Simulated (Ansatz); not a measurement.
**CuO (Tenorite) under changes of volume**

One of the cells (10.135 Å³/atom); the others are scaled copies at fixed shape and fractional positions:

```xyz
4
Lattice="2.3418 -1.7113 0.0000 2.3418 1.7113 0.0000 -0.8500 0.0000 5.0579" Properties=species:S:1:pos:R:3 pbc="T T T"
Cu    0.7459   -0.8557    2.5289
Cu    1.1709    0.8557    0.0000
O     1.7043    0.2793    3.7934
O     2.1293   -0.2793    1.2645
```

```yaml
Program: Ansatz 0.2.0
Functional: PBE
Potentials_or_basis: PseudoDojo stringent (PBE files)
Cutoff: 1415 eV
Density_cutoff: 5660 eV
k_mesh: 10 × 10 × 5
Occupations: fermi-dirac, width 0.05 eV
Spin: no spin polarisation
```

```tsv
volume (Å³/atom)	energy over the lowest point (meV/atom)	pressure (GPa)	largest force (eV/Å)
9.527	?	?	?
9.730	29.34	14.0	0.134
9.932	14.58	9.5	0.205
10.135	5.14	5.6	0.269
10.338	0.44	2.0	0.329
10.540	0.00	-1.2	0.383
10.743	3.37	-4.0	0.433
```

Problem. What does the run at 9.527 Å³/atom give?

Solution. Energy over the lowest point 50.03 meV/atom; pressure 18.9 GPa; largest force 0.057 eV/Å.

Worked out: A Birch-Murnaghan fit of order 3 (a polynomial in V^(-2/3)) to the other rows has its minimum at 10.46 Å³/atom with B0 = V·E''(V) = 162 GPa and B' = 4.9 at fixed shape and positions, which overstates the stiffness. It gives 50.16 meV/atom at 9.527 Å³/atom, against the run's 50.03, and -dE/dV = 19.0 GPa, against 18.9.

Energies are extrapolated to zero smearing.

Caveats: the run has no spin polarisation, though such a crystal can be magnetic.
